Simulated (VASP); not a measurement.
# WS2 (R3m) in VASP: further runs

The runs below take WS2 through single point, with PBE, HSE06.

Program: VASP 6.6.1. These are calculated values, not measurements. Logs are shortened: lines on timing, memory, paths and dates and some standing lists are left out, and cuts for length are marked.

**1. The structure**

Symmetry: R3m, No. 160, trigonal system. The conventional cell has a = 3.158 Å, b = 3.158 Å, c = 18.490 Å, α = 90.00°, β = 90.00°, γ = 120.00°. Around W (site symmetry 3m) lie 6 S at 2.39 to 2.42 Å. S (site symmetry 3m) has 3 W at 2.42 Å as nearest neighbours. S (site symmetry 3m) is surrounded by 3 W at 2.39 Å.

Measurements of this composition are mostly on another form, of space group No. 194.

**2. Single point, PBE**

Contents of INCAR:

```
  ALGO = Fast
  EDIFF = 1E-6
  ENCUT = 450
  GGA = PE
  ISIF = 2
  ISMEAR = 0
  LASPH = True
  LCHARG = True
  LELF = True
  LREAL = False
  LVHAR = True
  LWAVE = False
  NBANDS = 20
  NELM = 80
  PREC = Accurate
  SIGMA = 0.02
```

Contents of KPOINTS:

```
k-points
0
Gamma
  4 4 4
```

Contents of POSCAR:

```
WS2
1.0
    1.5790000000      0.9116360751      6.1633333333
   -1.5790000000      0.9116360751      6.1633333333
    0.0000000000     -1.8232721501      6.1633333333
W S
1 2
Direct
    0.0000000000      0.0000000000      0.0000000000
    0.5810000000      0.5810000000      0.5810000000
    0.7503000000      0.7503000000      0.7503000000
```

Potentials or basis: VASP PAW PBE potentials, release 64 (W_sv_GW, S_GW).

The run is started by

```console
cat potpaw_PBE.64/W_sv_GW/POTCAR potpaw_PBE.64/S_GW/POTCAR > POTCAR
mpirun -np 1 vasp_std > vasp.out
```

OUTCAR:

```text
EDIFF = 1E-6
   ENCUT = 450
   GGA = PE
   ISIF = 2
   ISMEAR = 0
   LASPH = True
   LREAL = False
   NELM = 80
   PREC = Accurate

 ion  position               nearest neighbor table
   1  0.000  0.000  0.000-   3 2.39   3 2.39   3 2.39   2 2.42   2 2.42   2 2.42
   2  0.581  0.581  0.581-   1 2.42   1 2.42   1 2.42
   3  0.750  0.750  0.750-   1 2.39   1 2.39   1 2.39

  LATTYP: Found a trigonal (rhomboedric) cell.
 ALAT       =     6.4273633094
 COS(alpha) =     0.8792940837

  Lattice vectors:

 A1 = (   1.5790000000,   0.9116360751,   6.1633333333)
 A2 = (  -1.5790000000,   0.9116360751,   6.1633333333)
 A3 = (   0.0000000000,  -1.8232721501,   6.1633333333)

Analysis of symmetry for initial positions (statically):
=====================================================================
 Subroutine PRICEL returns:
 Original cell was already a primitive cell.

 Routine SETGRP: Setting up the symmetry group for a
 trigonal (rhombohedral) supercell.

 Subroutine GETGRP returns: Found  6 space group operations
 (whereof  6 operations were pure point group operations)
 out of a pool of 12 trial point group operations.

The static configuration has the point symmetry C_3v.

Analysis of symmetry for dynamics (positions and initial velocities):
=====================================================================
 Subroutine PRICEL returns:
 Original cell was already a primitive cell.

 Routine SETGRP: Setting up the symmetry group for a
 trigonal (rhombohedral) supercell.

 Subroutine GETGRP returns: Found  6 space group operations
 (whereof  6 operations were pure point group operations)
 out of a pool of 12 trial point group operations.

The dynamic configuration has the point symmetry C_3v.

 Subroutine INISYM returns: Found  6 space group operations
 (whereof  6 operations are pure point group operations),
 and found     1 'primitive' translations

----------------------------------------------------------------------------------------

                                     Primitive cell

  volume of cell :      53.2317

  direct lattice vectors                    reciprocal lattice vectors
     1.579000000  0.911636075  6.163333333     0.316656111  0.182821491  0.054083288
    -1.579000000  0.911636075  6.163333333    -0.316656111  0.182821491  0.054083288
     0.000000000 -1.823272150  6.163333333     0.000000000 -0.365642982  0.054083288

  length of vectors
     6.427363309  6.427363309  6.427363309     0.369621147  0.369621147  0.369621147

  position of ions in fractional coordinates (direct lattice)
     0.000000000  0.000000000  0.000000000
     0.581000000  0.581000000  0.581000000
     0.750300000  0.750300000  0.750300000

  ion indices of the primitive-cell ions
   primitive index   ion index
                 1           1
                 2           2
                 3           3

----------------------------------------------------------------------------------------

 KPOINTS: k-points

Automatic generation of k-mesh.
 Grid dimensions read from file:
 generate k-points for:    4    4    4

 Generating k-lattice:

  Cartesian coordinates                     Fractional coordinates (reciprocal lattice)
     0.079164028  0.045705373  0.013520822     0.250000000  0.000000000 -0.000000000
    -0.079164028  0.045705373  0.013520822     0.000000000  0.250000000 -0.000000000
     0.000000000 -0.091410746  0.013520822     0.000000000  0.000000000  0.250000000

  Length of vectors
     0.092405287  0.092405287  0.092405287

  Shift w.r.t. Gamma in fractional coordinates (k-lattice)
     0.000000000  0.000000000  0.000000000

 Subroutine IBZKPT returns following result:
 ===========================================

 Found     13 irreducible k-points:

 Following reciprocal coordinates:
            Coordinates               Weight
  0.000000  0.000000  0.000000      1.000000
  0.250000  0.000000  0.000000      6.000000
  0.500000  0.000000  0.000000      3.000000
  0.250000  0.250000  0.000000      6.000000
  0.500000  0.250000  0.000000     12.000000
 -0.250000  0.250000  0.000000      6.000000
  0.500000  0.500000  0.000000      3.000000
  0.250000  0.250000  0.250000      2.000000
  0.500000  0.250000  0.250000      6.000000
 -0.250000  0.250000  0.250000      6.000000
  0.500000  0.500000  0.250000      6.000000
 -0.250000  0.500000  0.250000      6.000000
  0.500000  0.500000  0.500000      1.000000
   k-points           NKPTS =     13   k-points in BZ     NKDIM =     13   number of bands    NBANDS=     20
   number of dos      NEDOS =    301   number of ions     NIONS =      3
   total plane-waves  NPLWV = 110592
   dimension x,y,z NGX =    48 NGY =   48 NGZ =   48
   dimension x,y,z NGXF=    96 NGYF=   96 NGZF=   96
   ions per type =               1   2
   NGX,Y,Z   is equivalent  to a cutoff of  12.42, 12.42, 12.42 a.u.
   NGXF,Y,Z  is equivalent  to a cutoff of  24.83, 24.83, 24.83 a.u.
 SYSTEM =  unknown system
   PREC   = accura    normal or accurate (medium, high low for compatibility)
   ISTART =      0    job   : 0-new  1-cont  2-samecut
   ICHARG =      2    charge: 1-file 2-atom 10-const
   ISPIN  =      1    spin polarized calculation?
   LNONCOLLINEAR =      F non collinear calculations
   LSORBIT =      F    spin-orbit coupling
   LASPH  =      T    aspherical Exc in radial PAW
   ENCUT  =  450.0 eV  33.07 Ry    5.75 a.u.  11.12 11.12 11.12*2*pi/ulx,y,z
   NELM   =     80;   NELMIN=  2; NELMDL= -5     # of ELM steps
   EDIFF  = 0.1E-05   stopping-criterion for ELM
   LREAL  =      F    real-space projection
   EDIFFG = 0.1E-04   stopping-criterion for IOM
   NSW    =      0    number of steps for IOM
   IBRION =     -1    ionic relax: 0-MD 1-quasi-New 2-CG
   NFREE  =      0    steps in history (QN), initial steepest desc. (CG)
   ISIF   =      2    stress and relaxation
   ISYM   =      2    0-nonsym 1-usesym 2-fastsym
   POTIM  = 0.5000    time-step for ionic-motion
   TEBEG  =    0.0;   TEEND  =   0.0 temperature during run
   PSTRESS=    0.0 pullay stress
   NELECT =      26.0000    total number of electrons
   NUPDOWN=      -1.0000    fix difference up-down
   EMIN   =  10.00;   EMAX   =-10.00  energy-range for DOS
   EFERMI =   0.00;   METHOD = LEGACY
   ISMEAR =     0;   SIGMA  =   0.02  broadening in eV -4-tet -1-fermi 0-gaus
   EFERMI_NEDOS =   21; number of points for ismear=-14 and -15
   IALGO  =     68    algorithm
   IMIX   =      4    mixing-type and parameters
     AMIX     =   0.40;   BMIX     =  1.00
     AMIX_MAG =   1.60;   BMIX_MAG =  1.00
  volume/ion in A,a.u.               =      17.74       119.74
  Fermi-wavevector in a.u.,A,eV,Ry     =   1.289266  2.436359 22.615687  1.662206
  Thomas-Fermi vector in A             =   2.421169
   LORBIT       =      0    0 simple, 1 ext, 2 COOP (PROOUT), +10 PAW based schemes
   GGA     = PE    functional components
   LHFCALC =     F    Hartree Fock is set to
   AEXX    =    0.0000 exact exchange contribution
   IVDW    =     0    specifies the selected vdW correction
   LEPSILON=     F    determine dielectric tensor
   LRPA    =     F    only Hartree local field effects (RPA)
 non-spin polarized calculation
 RMM-DIIS sequential band-by-band and
 Gauss-broadening in eV      SIGMA  =   0.02
  energy-cutoff  :      450.00
  volume of cell :       53.23
 maximum number of plane-waves:      1180
 NGX is ok and might be reduce to    48
   NGX = 23   NGY = 23   NGZ = 23

 number of electron      25.9999998 magnetization

 Free energy of the ion-electron system (eV)
  ---------------------------------------------------
  ext. energy  EPLUGINS =         0.00000000
  ---------------------------------------------------
  free energy    TOTEN  =       -25.70065443 eV

  energy without entropy =      -25.70065443  energy(sigma->0) =      -25.70065443

 E-fermi :   7.9777     XC(G=0): -11.0474

 val. band max:        7.8856894682   @ k =   0.5000   0.5000   0.5000
 cond. band min:       9.2458833597   @ k =   0.2500   0.0000   0.0000
 fundamental gap:      1.3601938914
 Fermi energy:         7.9776845462

 k-point     1 :       0.0000    0.0000    0.0000
  band No.  band energies     occupation
      1     -66.7465      2.00000
      2     -31.0242      2.00000
      3     -30.8496      2.00000
      4     -30.8496      2.00000
      5      -7.8045      2.00000
      6      -5.8153      2.00000
[... 12 lines left out ...]
     19      15.6467      0.00000
     20      16.3602      0.00000

 k-point     2 :       0.2500    0.0000    0.0000
  band No.  band energies     occupation
      1     -66.7371      2.00000
      2     -31.0322      2.00000
      3     -30.9903      2.00000
      4     -30.8920      2.00000
      5      -6.8341      2.00000
      6      -5.5372      2.00000
[... 12 lines left out ...]
     19      16.0471      0.00000
     20      16.5428      0.00000

 k-point     3 :       0.5000    0.0000    0.0000
  band No.  band energies     occupation
      1     -66.7277      2.00000
      2     -31.2093      2.00000
      3     -30.9564      2.00000
      4     -30.9339      2.00000
      5      -5.5464      2.00000
      6      -5.1934      2.00000
[... 12 lines left out ...]
     19      14.3661      0.00000
     20      15.1660      0.00000

 k-point     4 :       0.2500    0.2500    0.0000
  band No.  band energies     occupation
      1     -66.7371      2.00000
      2     -31.0320      2.00000
      3     -30.9903      2.00000
      4     -30.8921      2.00000
      5      -6.7997      2.00000
      6      -5.5944      2.00000
[... 176 lines left out ...]
 k-point    12 :      -0.2500    0.5000    0.2500
  band No.  band energies     occupation
      1     -66.7277      2.00000
      2     -31.1434      2.00000
      3     -31.0033      2.00000
      4     -30.9567      2.00000
      5      -5.4749      2.00000
      6      -5.2866      2.00000
[... 12 lines left out ...]
     19      14.9827      0.00000
     20      16.6240      0.00000

 k-point    13 :       0.5000    0.5000    0.5000
  band No.  band energies     occupation
      1     -66.7465      2.00000
      2     -31.0242      2.00000
      3     -30.8497      2.00000
      4     -30.8497      2.00000
      5      -7.5811      2.00000
      6      -6.2422      2.00000
[... 12 lines left out ...]
     19      16.1133      0.00000
     20      17.6002      0.00000

------------------------ aborting loop because EDIFF is reached ----------------------------------------

  FORCE on cell =-STRESS in cart. coord.  units (eV):
  Direction    XX          YY          ZZ          XY          YZ          ZX
  --------------------------------------------------------------------------------------
  -------------------------------------------------------------------------------------
  Total        1.2128417      1.2128417      1.3544975     -0.0000000      0.0000000     -0.0000000
  in kB       36.5043103     36.5043103     40.7678915     -0.0000000      0.0000000     -0.0000000
  external PRESSURE =      37.9255040 kB  Pullay stress =       0.0000000 kB

 VOLUME and BASIS-vectors are now :
 -----------------------------------------------------------------------------
  energy-cutoff  :      450.00
  volume of cell :       53.23
      direct lattice vectors                 reciprocal lattice vectors
     1.579000000  0.911636075  6.163333333     0.316656111  0.182821491  0.054083288
    -1.579000000  0.911636075  6.163333333    -0.316656111  0.182821491  0.054083288
     0.000000000 -1.823272150  6.163333333     0.000000000 -0.365642982  0.054083288

 POSITION                                       TOTAL-FORCE (eV/Angst)
 -----------------------------------------------------------------------------------
      0.00000      0.00000      0.00000         0.000000     -0.000000     -0.602521
      0.00000      0.00000     10.74269         0.000000      0.000000      0.145302
      0.00000      0.00000     13.87305         0.000000      0.000000      0.457219
 -----------------------------------------------------------------------------------
    total drift:                                0.000000     -0.000000      0.000254

  FREE ENERGIE OF THE ION-ELECTRON SYSTEM (eV)
  ---------------------------------------------------
  free  energy   TOTEN  =       -25.7006544262 eV

  energy  without entropy=      -25.7006544262  energy(sigma->0) =      -25.70065443
```

Wall time 82 s (1 thread of Intel Xeon Platinum 8559C (Emerald Rapids), shared host); peak memory 0.33 GiB.

What came out:

```yaml
Free_energy: -25.7007 eV
Pressure: 3.8 GPa
Largest_force: 0.603 eV/Å
Band_gap_on_the_k_mesh: 1.36 eV, indirect (least direct gap 2.29 eV)
```

Forces on the atoms (eV/Å):
```
W    0.000  0.000 -0.603
S    0.000  0.000  0.145
S    0.000  0.000  0.457
```

Caveat: the k mesh is coarse (spacing up to 0.58 Å⁻¹), so the values aren't converged; spin-orbit coupling is left out, which moves the levels of the heavy elements.

**3. Single point, PBE**

Contents of INCAR:

```
PREC = Accurate
ENCUT = 450
EDIFF = 1E-6
ISMEAR = 0
SIGMA = 0.02
LREAL = False
LASPH = True
NELM = 60
ALGO = Normal
ISIF = 2
LWAVE = False
LCHARG = False
GGA = PE
```

Contents of KPOINTS:

```
regular mesh
0
Gamma
  5 5 5
```

POSCAR is that of step 2.

Potentials or basis: VASP PAW PBE potentials, release 64 (W_sv_GW, S_GW).

The run is started by

```console
cat potpaw_PBE.64/W_sv_GW/POTCAR potpaw_PBE.64/S_GW/POTCAR > POTCAR
mpirun -np 1 vasp_std > vasp.out
```

Run time: 51 s. Hardware: 1 thread of AMD EPYC 9R45 (Zen 5), shared host; peak memory 0.3 GiB.

The run converged. Its results:

```
Free energy            : -25.6480 eV
Pressure               : 4.2 GPa
Largest force          : 0.610 eV/Å
Band gap on the k mesh : 1.11 eV, indirect (least direct gap 2.32 eV)
```

Forces in eV/Å, atoms in the order of the input:
```
W    0.000  0.000 -0.610
S    0.000  0.000  0.083
S    0.000  0.000  0.528
```

Stress tensor (GPa, compression positive):
```
4.02 0.00 0.00
0.00 4.02 0.00
0.00 0.00 4.53
```

Levels at points of the mesh, in eV from the valence-band top:
| k point | band 9 | band 10 | band 11 | band 12 | band 13 | band 14 | band 15 | band 16 | band 17 |
| --- | --- | --- | --- | --- | --- | --- | --- | --- | --- |
| (0.00, 0.00, 0.00) | -3.50 | -2.25 | -2.25 | -1.53 | -1.15 | 2.23 | 2.23 | 2.57 | 2.57 |

Caveat: the k mesh is coarse (spacing up to 0.46 Å⁻¹), so the values aren't converged; spin-orbit coupling is left out, which moves the levels of the heavy elements; an odd mesh through Γ misses points on the zone boundary, where band edges often lie.

**4. Single point, PBE**

Contents of INCAR:

```
SYSTEM = WS2
PREC = Accurate
ENCUT = 500
EDIFF = 1E-6
ISMEAR = 0
SIGMA = 0.02
LREAL = .False.
LASPH = .True.
NELM = 100
ALGO = Normal
ISIF = 2
LWAVE = .False.
LCHARG = .True.
GGA = PE
LELF = .True.
LVHAR = .True.
```

Contents of KPOINTS:

```
Automatic mesh
0
Gamma
  4 4 4
  0 0 0
```

POSCAR is that of step 3.

The run is started by

```console
cat potpaw_PBE.64/W_sv_GW/POTCAR potpaw_PBE.64/S_GW/POTCAR > POTCAR
mpirun -np 1 vasp_std > vasp.out
```

Wall time 92 s (1 thread of Intel Xeon Platinum 8488C (Sapphire Rapids), shared host); peak memory 0.33 GiB.

Results (log left out):

```yaml
Free_energy: -25.7040 eV
Pressure: 3.7 GPa
Largest_force: 0.602 eV/Å
Band_gap_on_the_k_mesh: 1.36 eV, indirect (least direct gap 2.29 eV)
```

Forces in eV/Å, atoms in the order of the input:
```
W    0.000  0.000 -0.602
S    0.000  0.000  0.150
S    0.000  0.000  0.452
```

Stress tensor (GPa, compression positive):
```
3.55 0.00 0.00
0.00 3.55 0.00
0.00 0.00 3.96
```

Levels at points of the mesh, in eV from the valence-band top:
```tsv
k point	band 10	band 11	band 12	band 13	band 14	band 15	band 16	band 17
(0.00, 0.00, 0.00)	-2.30	-2.30	-1.59	-1.20	2.18	2.18	2.52	2.52
(0.50, 0.00, 0.00)	-4.17	-2.59	-1.84	-1.73	2.31	2.61	3.61	3.86
(0.50, 0.50, 0.00)	-4.09	-3.19	-2.04	-1.55	2.26	2.72	3.22	4.36
(0.50, 0.50, 0.50)	-3.56	-2.27	-2.27	0.00	2.29	2.29	2.36	2.36
```

Caveat: the k mesh is coarse (spacing up to 0.58 Å⁻¹), so the values aren't converged; spin-orbit coupling is left out, which moves the levels of the heavy elements.

(Continued in part 2 of 2.)
